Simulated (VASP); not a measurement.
Set up this calculation in VASP 6.6.1, as the native input.

```yaml
Task: single point
Functional: PBE
Potentials_or_basis: VASP PAW PBE potentials, release 64 (Si, C)
Cutoff: 520 eV
k_mesh: 2 × 2 × 2, shifted
Occupations: gaussian, width 0.02 eV
Spin: no spin polarisation
Dipole_correction: no
Further_INCAR_settings: LREAL = Auto; ALGO = Fast; EDIFF = 1e-06; NBANDS = 88
```

The structure of Si32C (a cell with a defect) lies in POSCAR:

```
Si32C
1.0
   -5.4696767048      5.4696767048     -5.4696767048
    5.4696767048      5.4696767048      5.4696767048
    5.4696767048     -5.4696767048     -5.4696767048
Si C
32 1
Direct
    0.2447288153      0.7463523386      0.7534146390
   -0.0028896589     -0.0000101469      0.7410434325
    0.4995773329      0.7389491588      0.4998881374
    0.7607717466      0.2613736747      0.7610881273
    0.2618767209     -0.0000229447      0.5320150819
    0.4926467587      0.4920497399      0.7418792223
    0.0069606491      0.2537873946      0.4988008702
    0.7533762455      0.7461653988      0.2450139327
    0.5328846945     -0.0000443353      0.2632558701
    0.7416580026      0.4915244803      0.4915594916
   -0.0106089451      0.7747316210     -0.0109202067
    0.2146657953      0.2253951315      0.2144027999
    0.0009065435      0.5080689682      0.2499911007
    0.7405249375     -0.0000028338     -0.0026406497
    0.4983146440      0.2536062138      0.0068228895
    0.2502822514      0.5085579368      0.0003348461
    0.2508013863      0.5001048778      0.7503607108
   -0.0113104491      0.7447708923      0.7344083968
    0.4811490042      0.4716758666      0.4810328182
    0.7497178026      0.0000702967      0.7500283328
    0.2537443390      0.7428325693      0.5080856968
    0.5109142004      0.2572730668      0.7650600256
    0.0005706005      0.0000047535      0.4928753829
    0.7508158565      0.4997768877      0.2500089263
    0.5080341399      0.7423276035      0.2538706719
    0.7654898499      0.2577666060      0.5115457734
    0.0097578893      0.5286851776      0.0096291797
    0.3115989467      0.0001518371      0.3113120010
   -0.0103047224      0.2545862535      0.2442630656
    0.7350796431      0.7453990830     -0.0103662434
    0.4923003946      0.0000028338      0.0014467948
    0.2439309619      0.2551782446     -0.0103269358
    0.1537586306      0.0000612468      0.1483837243
```

The input as run:

INCAR

```
SYSTEM = Si32C
PREC = Accurate
ENCUT = 520
EDIFF = 1E-6
ISMEAR = 0
SIGMA = 0.02
LREAL = Auto
LASPH = .True.
NELM = 100
ALGO = Fast
ISIF = 2
LWAVE = .False.
LCHARG = .False.
GGA = PE
NBANDS = 88
```

KPOINTS

```
Automatic mesh
0
Gamma
  2 2 2
  0.5 0.5 0.5
```

Potentials or basis: VASP PAW PBE potentials, release 64 (Si, C).

Run with:

```console
$ cat potpaw_PBE.64/Si/POTCAR potpaw_PBE.64/C/POTCAR > POTCAR
$ mpirun -np 1 vasp_std > vasp.out
```

Results of the run:

| Quantity | Value |
| --- | --- |
| Pressure | 1.1 GPa |
| Largest force | 0.015 eV/Å |
| Band gap on the k mesh | 0.14 eV, direct |

Wall time 4.3 min on 1 thread of Intel(R) Xeon(R) 6975P-C (Granite Rapids), with other jobs on the host, peak memory 0.75 GiB.
